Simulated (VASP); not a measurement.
# CdSe (Cadmoselite) (P6_3mc) in VASP: notebook, part 2 of 2

VASP 6.6.1. Earlier steps stand in the parts before.

**3. Single point, r2SCAN**

This run uses another cell than the first one, of 26.98 Å³/atom, 1.021 times its volume.

POSCAR reads:

```
CdSe
1.0
    4.2418847678      0.0000000000      0.0000000000
   -2.1209423839      3.6735799689      0.0000000000
    0.0000000000      0.0000000000      6.9251235047
Cd Se
2 2
Direct
    0.6666666667      0.3333333333      0.5000000000
    0.3333333333      0.6666666667      0.0000000000
    0.6666666667      0.3333333333      0.8850000000
    0.3333333333      0.6666666667      0.3850000000
```

INCAR.step1 reads:

```
PREC = Accurate
ENCUT = 520
ISMEAR = -1
SIGMA = 0.05
LREAL = False
LASPH = True
NELM = 60
NBANDS = 26
GGA = PE
ALGO = Normal
EDIFF = 1E-4
LWAVE = True
LCHARG = False
```

INCAR.step2 reads:

```
PREC = Accurate
ENCUT = 520
EDIFF = 1E-6
ISMEAR = -1
SIGMA = 0.05
LREAL = False
LASPH = True
NELM = 60
ALGO = Normal
ISIF = 2
LWAVE = False
LCHARG = False
METAGGA = R2SCAN
LMIXTAU = True
NBANDS = 26
ISTART = 1
```

KPOINTS reads:

```
Automatic mesh
0
Gamma
  7 7 4
```

Potentials or basis: VASP PAW PBE potentials, release 64 (Cd, Se).

The run is started by

```
$ cat potpaw_PBE.64/Cd/POTCAR potpaw_PBE.64/Se/POTCAR > POTCAR
$ cp INCAR.step1 INCAR
$ mpirun -np 1 vasp_std > vasp.out
$ cp INCAR.step2 INCAR
$ mpirun -np 1 vasp_std > vasp.out
```

OUTCAR:

```text
PREC = Accurate
   ENCUT = 520
   EDIFF = 1E-6
   ISMEAR = -1
   LREAL = False
   LASPH = True
   NELM = 60
   ISIF = 2
   METAGGA = R2SCAN
   ISTART = 1

 ion  position               nearest neighbor table
   1  0.667  0.333  0.500-   4 2.58   4 2.58   4 2.58   3 2.67
   2  0.333  0.667  0.000-   3 2.58   3 2.58   3 2.58   4 2.67
   3  0.667  0.333  0.885-   2 2.58   2 2.58   2 2.58   1 2.67
   4  0.333  0.667  0.385-   1 2.58   1 2.58   1 2.58   2 2.67

  LATTYP: Found a hexagonal cell.
 ALAT       =     4.2418847678
 C/A-ratio  =     1.6325581395

  Lattice vectors:

 A1 = (   4.2418847678,   0.0000000000,   0.0000000000)
 A2 = (  -2.1209423839,   3.6735799689,   0.0000000000)
 A3 = (   0.0000000000,   0.0000000000,   6.9251235047)

Analysis of symmetry for initial positions (statically):
=====================================================================
 Subroutine PRICEL returns:
 Original cell was already a primitive cell.

 Routine SETGRP: Setting up the symmetry group for a
 hexagonal supercell.

 Subroutine GETGRP returns: Found 12 space group operations
[... 168 lines left out ...]
  energy without entropy =      -71.70518814  energy(sigma->0) =      -71.70518818

 E-fermi :   1.6498     XC(G=0):  -9.6222

 val. band max:        0.9785871211   @ k =   0.0000   0.0000   0.0000
 cond. band min:       2.2614240118   @ k =   0.0000   0.0000   0.0000
 fundamental gap:      1.2828368906
 Fermi energy:         1.6498363858

 k-point     1 :       0.0000    0.0000    0.0000
  band No.  band energies     occupation
      1     -12.2968      2.00000
      2     -11.8859      2.00000
      3      -7.3409      2.00000
      4      -7.3409      2.00000
      5      -7.2731      2.00000
      6      -7.2731      2.00000
[... 685 lines left out ...]
     25       9.6597      0.00000
     26       9.6597      0.00000

------------------------ aborting loop because EDIFF is reached ----------------------------------------

  FORCE on cell =-STRESS in cart. coord.  units (eV):
  Direction    XX          YY          ZZ          XY          YZ          ZX
  --------------------------------------------------------------------------------------
  -------------------------------------------------------------------------------------
  Total        3.6355828      3.6355828      1.8357985      0.0000000     -0.0000000      0.0000000
  in kB       53.9769986     53.9769986     27.2558478      0.0000000     -0.0000000      0.0000000
  external PRESSURE =      45.0699483 kB  Pullay stress =       0.0000000 kB

 VOLUME and BASIS-vectors are now :
 -----------------------------------------------------------------------------
  energy-cutoff  :      520.00
  volume of cell :      107.91
      direct lattice vectors                 reciprocal lattice vectors
     4.241884768  0.000000000  0.000000000     0.235744263  0.136107014  0.000000000
    -2.120942384  3.673579969  0.000000000     0.000000000  0.272214028  0.000000000
     0.000000000  0.000000000  6.925123505     0.000000000  0.000000000  0.144401757

 POSITION                                       TOTAL-FORCE (eV/Angst)
 -----------------------------------------------------------------------------------
      2.12094      1.22453      3.46256        -0.000000      0.000000      0.332352
     -0.00000      2.44905      0.00000         0.000000     -0.000000      0.332352
      2.12094      1.22453      6.12873        -0.000000      0.000000     -0.332352
     -0.00000      2.44905      2.66617        -0.000000      0.000000     -0.332352
 -----------------------------------------------------------------------------------
    total drift:                               -0.000000      0.000000      0.002777

  FREE ENERGIE OF THE ION-ELECTRON SYSTEM (eV)
  ---------------------------------------------------
  free  energy   TOTEN  =       -71.7051882120 eV

  energy  without entropy=      -71.7051881414  energy(sigma->0) =      -71.70518818
```

OSZICAR.step1:

```text
N       E                     dE             d eps       ncg     rms          rms(c)
DAV:   1     0.240645723763E+03    0.24065E+03   -0.17134E+04  1248   0.125E+03
DAV:   2     0.992350673496E+00   -0.23965E+03   -0.23215E+03  1352   0.312E+02
DAV:   3    -0.114177782920E+02   -0.12410E+02   -0.12341E+02  1502   0.709E+01
DAV:   4    -0.115182375595E+02   -0.10046E+00   -0.10036E+00  1338   0.596E+00
DAV:   5    -0.115188447458E+02   -0.60719E-03   -0.60717E-03  1460   0.455E-01    0.972E+00
DAV:   6    -0.108115225310E+02    0.70732E+00   -0.12128E+00  1560   0.113E+01    0.750E+00
DAV:   7    -0.107778294830E+02    0.33693E-01   -0.58939E-01  1312   0.397E+00    0.253E+00
DAV:   8    -0.107740575346E+02    0.37719E-02   -0.68978E-02  1306   0.267E+00    0.432E-01
DAV:   9    -0.107741911368E+02   -0.13360E-03   -0.83914E-03  1352   0.105E+00    0.137E-01
DAV:  10    -0.107743220108E+02   -0.13087E-03   -0.89095E-04  1334   0.331E-01    0.743E-02
DAV:  11    -0.107744056861E+02   -0.83675E-04   -0.17325E-04  1100   0.769E-02
   1 F= -.10774406E+02 E0= -.10774402E+02  d E =-.646846E-05
```

It took 1.9 min on 1 thread of Intel Xeon Platinum 8559C (Emerald Rapids), shared host; peak memory 0.26 GiB.

Results:

```yaml
Free_energy: -71.7052 eV
Pressure: 4.5 GPa
Largest_force: 0.332 eV/Å
Band_gap_on_the_k_mesh: 1.28 eV, direct
```

Forces on the atoms (eV/Å):
```
Cd   0.000  0.000  0.332
Cd   0.000  0.000  0.332
Se   0.000  0.000 -0.332
Se   0.000  0.000 -0.332
```

Stress tensor (GPa, compression positive):
```
5.40 0.00 0.00
0.00 5.40 0.00
0.00 0.00 2.73
```

Levels at points of the mesh, in eV from the valence-band top:
```csv
k point,band 15,band 16,band 17,band 18,band 19,band 20,band 21,band 22
"(0.00, 0.00, 0.00)",-0.78,-0.03,0.00,0.00,1.28,2.64,6.39,6.39
"(0.00, 0.00, 0.50)",-0.41,-0.41,-0.41,-0.41,2.89,2.89,6.35,6.35
```

Caveat: the PAW data sets were made with another functional, which shifts forces and pressure a little.

**4. Single point, r2SCAN**

This run uses another cell than the first one, of 27.54 Å³/atom, 1.043 times its volume.

POSCAR reads:

```
CdSe
1.0
    4.2711400700      0.0000000000      0.0000000000
   -2.1355700350      3.6989158038      0.0000000000
    0.0000000000      0.0000000000      6.9728844864
Cd Se
2 2
Direct
    0.6666666667      0.3333333333      0.5000000000
    0.3333333333      0.6666666667      0.0000000000
    0.6666666667      0.3333333333      0.8850000000
    0.3333333333      0.6666666667      0.3850000000
```

INCAR.step1 reads:

```
PREC     = Accurate       # precision mode
ENCUT    = 520            # plane-wave cutoff, eV
ISMEAR   = -1             # smearing method
SIGMA    = 0.05           # smearing width, eV
LREAL    = F              # projectors in reciprocal space
LASPH    = T              # aspherical terms in the spheres
NELM     = 100            # most SCF steps
NBANDS   = 26             # bands
GGA      = PE             # functional
ALGO     = Normal         # electronic algorithm
EDIFF    = 1E-4           # SCF threshold, eV
LWAVE    = T              # write WAVECAR
LCHARG   = F              # write CHGCAR
```

INCAR.step2 reads:

```
PREC     = Accurate       # precision mode
ENCUT    = 520            # plane-wave cutoff, eV
EDIFF    = 1E-7           # SCF threshold, eV
ISMEAR   = -1             # smearing method
SIGMA    = 0.05           # smearing width, eV
LREAL    = F              # projectors in reciprocal space
LASPH    = T              # aspherical terms in the spheres
NELM     = 100            # most SCF steps
ALGO     = Normal         # electronic algorithm
ISIF     = 2              # what is computed and relaxed
LWAVE    = F              # write WAVECAR
LCHARG   = F              # write CHGCAR
METAGGA  = R2SCAN         # meta-GGA
LMIXTAU  = T            
NBANDS   = 26             # bands
ISTART   = 1
```

KPOINTS is that of step 3.

The run is started by

```
$ cat potpaw_PBE.64/Cd/POTCAR potpaw_PBE.64/Se/POTCAR > POTCAR
$ cp INCAR.step1 INCAR
$ mpirun -np 1 vasp_std > vasp.out
$ cp INCAR.step2 INCAR
$ mpirun -np 1 vasp_std > vasp.out
```

Wall time 2.1 min (1 thread of Intel Xeon Platinum 8559C (Emerald Rapids), shared host); peak memory 0.26 GiB.

Results (log left out):

- Free energy: -71.7585 eV
- Pressure: 3.1 GPa
- Largest force: 0.309 eV/Å
- Band gap on the k mesh: 1.23 eV, direct

Forces in eV/Å, atoms in the order of the input:
```
Cd   0.000  0.000  0.309
Cd   0.000  0.000  0.309
Se   0.000  0.000 -0.309
Se   0.000  0.000 -0.309
```

Stress tensor (GPa, compression positive):
```
3.90 0.00 0.00
0.00 3.90 0.00
0.00 0.00 1.52
```

Levels at points of the mesh, in eV from the valence-band top:
| k point | band 14 | band 15 | band 16 | band 17 | band 18 | band 19 | band 20 | band 21 | band 22 | band 23 |
| --- | --- | --- | --- | --- | --- | --- | --- | --- | --- | --- |
| (0.00, 0.00, 0.00) | -0.75 | -0.75 | -0.02 | 0.00 | 0.00 | 1.23 | 2.61 | 6.39 | 6.39 | 6.68 |
| (0.00, 0.00, 0.50) | -2.60 | -0.39 | -0.39 | -0.39 | -0.39 | 2.85 | 2.85 | 6.32 | 6.32 | 6.77 |

Caveat: the PAW data sets were made with another functional, which shifts forces and pressure a little. r2SCAN opens gaps a little over a GGA but as a rule still falls short of measured ones.

**5. Single point, r2SCAN**

This run uses another cell than the first one, of 28.10 Å³/atom, 1.064 times its volume.

POSCAR reads:

```
CdSe
1.0
    4.3000000000      0.0000000000      0.0000000000
   -2.1500000000      3.7239092363      0.0000000000
    0.0000000000      0.0000000000      7.0200000000
Cd Se
2 2
Direct
    0.6666666667      0.3333333333      0.5000000000
    0.3333333333      0.6666666667      0.0000000000
    0.6666666667      0.3333333333      0.8850000000
    0.3333333333      0.6666666667      0.3850000000
```

INCAR.step1 reads:

```
PREC = Accurate
ENCUT = 520
ISMEAR = -1
SIGMA = 0.05
LREAL = False
LASPH = True
NELM = 60
NBANDS = 26
GGA = PE
ALGO = Normal
EDIFF = 1E-4
LWAVE = True
LCHARG = False
```

INCAR.step2 reads:

```
PREC = Accurate
ENCUT = 520
EDIFF = 1E-6
ISMEAR = -1
SIGMA = 0.05
LREAL = False
LASPH = True
NELM = 60
ALGO = Normal
ISIF = 2
LWAVE = False
LCHARG = False
METAGGA = R2SCAN
LMIXTAU = True
NBANDS = 26
ISTART = 1
```

KPOINTS is that of step 4.

The run is started by

```
$ cat potpaw_PBE.64/Cd/POTCAR potpaw_PBE.64/Se/POTCAR > POTCAR
$ cp INCAR.step1 INCAR
$ mpirun -np 1 vasp_std > vasp.out
$ cp INCAR.step2 INCAR
$ mpirun -np 1 vasp_std > vasp.out
```

Wall time 1.8 min (1 thread of Intel Xeon Platinum 8559C (Emerald Rapids), shared host); peak memory 0.26 GiB.

It converged, with:

```yaml
Free_energy: -71.7932 eV
Pressure: 1.8 GPa
Largest_force: 0.286 eV/Å
Band_gap_on_the_k_mesh: 1.19 eV, direct
```

Forces in eV/Å, atoms in the order of the input:
```
Cd   0.000  0.000  0.286
Cd   0.000  0.000  0.286
Se   0.000  0.000 -0.286
Se   0.000  0.000 -0.286
```

Stress tensor (GPa, compression positive):
```
2.55 0.00 0.00
0.00 2.55 0.00
0.00 0.00 0.44
```

Levels at points of the mesh, in eV from the valence-band top:
```tsv
k point	band 16	band 17	band 18	band 19	band 20	band 21
(0.00, 0.00, 0.00)	-0.01	0.00	0.00	1.19	2.59	6.39
(0.00, 0.00, 0.50)	-0.38	-0.38	-0.38	2.80	2.80	6.29
```

Caveat: the PAW data sets were made with another functional, which shifts forces and pressure a little.

**6. Single point, r2SCAN**

This run uses another cell than the first one, of 28.66 Å³/atom, 1.085 times its volume.

POSCAR reads:

```
CdSe
1.0
    4.3284776511      0.0000000000      0.0000000000
   -2.1642388256      3.7485716056      0.0000000000
    0.0000000000      0.0000000000      7.0664914211
Cd Se
2 2
Direct
    0.6666666667      0.3333333333      0.5000000000
    0.3333333333      0.6666666667      0.0000000000
    0.6666666667      0.3333333333      0.8850000000
    0.3333333333      0.6666666667      0.3850000000
```

INCAR.step1: that of step 5 with these lines changed.

```diff
@@ -6,3 +6,3 @@
 LASPH = True
-NELM = 60
+NELM = 100
 NBANDS = 26
```

INCAR.step2: that of step 5 with these lines changed.

```diff
@@ -7,3 +7,3 @@
 LASPH = True
-NELM = 60
+NELM = 100
 ALGO = Normal
```

KPOINTS is that of step 5.

Potentials or basis: VASP PAW PBE potentials, release 64 (Cd, Se).

The run is started by

```
$ cat potpaw_PBE.64/Cd/POTCAR potpaw_PBE.64/Se/POTCAR > POTCAR
$ cp INCAR.step1 INCAR
$ mpirun -np 1 vasp_std > vasp.out
$ cp INCAR.step2 INCAR
$ mpirun -np 1 vasp_std > vasp.out
```

Wall time 90 s (1 thread of Intel Xeon Platinum 8559C (Emerald Rapids), shared host); peak memory 0.26 GiB.

The run converged. Its results:

```yaml
Free_energy: -71.8111 eV
Pressure: 0.7 GPa
Largest_force: 0.266 eV/Å
Band_gap_on_the_k_mesh: 1.14 eV, direct
```

Forces in eV/Å, atoms in the order of the input:
```
Cd   0.000  0.000  0.266
Cd   0.000  0.000  0.266
Se   0.000  0.000 -0.266
Se   0.000  0.000 -0.266
```

Stress tensor (GPa, compression positive):
```
 1.34  0.00  0.00
 0.00  1.34  0.00
 0.00  0.00 -0.52
```

Levels at points of the mesh, in eV from the valence-band top:
```
           k point  band 15  band 16  band 17  band 18  band 19  band 20  band 21  band 22
(0.00, 0.00, 0.00)    -0.70    -0.01     0.00     0.00     1.14     2.56     6.39     6.39
(0.00, 0.00, 0.50)    -0.36    -0.36    -0.36    -0.36     2.76     2.76     6.26     6.26
```

Caveat: the PAW data sets were made with another functional, which shifts forces and pressure a little.

**7. The runs side by side**

```tsv
cell	gap on the mesh (eV)	pressure (GPa)	largest force (eV/Å)
a = 4.212, b = 4.212, c = 6.877 Å, angles 90.0, 90.0, 120.0°, 4 atoms	1.33	6.1	0.36
a = 4.242, b = 4.242, c = 6.925 Å, angles 90.0, 90.0, 120.0°, 4 atoms	1.28	4.5	0.33
a = 4.271, b = 4.271, c = 6.973 Å, angles 90.0, 90.0, 120.0°, 4 atoms	1.23	3.1	0.31
a = 4.300, b = 4.300, c = 7.020 Å, angles 90.0, 90.0, 120.0°, 4 atoms	1.19	1.8	0.29
a = 4.328, b = 4.328, c = 7.066 Å, angles 90.0, 90.0, 120.0°, 4 atoms	1.14	0.7	0.27
```

Alike in all rows: task single point; level r2SCAN; potentials or basis VASP PAW PBE potentials, release 64 (Cd, Se); no spin polarisation; k mesh 7 × 7 × 4; cutoff (eV) 520; smearing fermi-dirac 0.05 eV.

Caveats: the PAW data sets were made with another functional, which shifts forces and pressure a little.

Total energies depend on the potentials used, so only differences within one code and one set of settings carry meaning.

**8. How close it comes**

Step 5. A measured gap of CdSe is 1.841 eV (2 K; a printed reference work, data compilation); the calculated 1.19 eV misses it by -0.65 eV. Spin-orbit coupling on Cd, Se is left out. The value is that of r2SCAN, without temperature or zero-point motion.

Step 6. Against the measured gap of CdSe, 1.841 eV (2 K; a printed reference work, data compilation), the calculated 1.14 eV is off by -0.70 eV. Spin-orbit coupling on Cd, Se is left out. The value is that of r2SCAN, without temperature or zero-point motion.
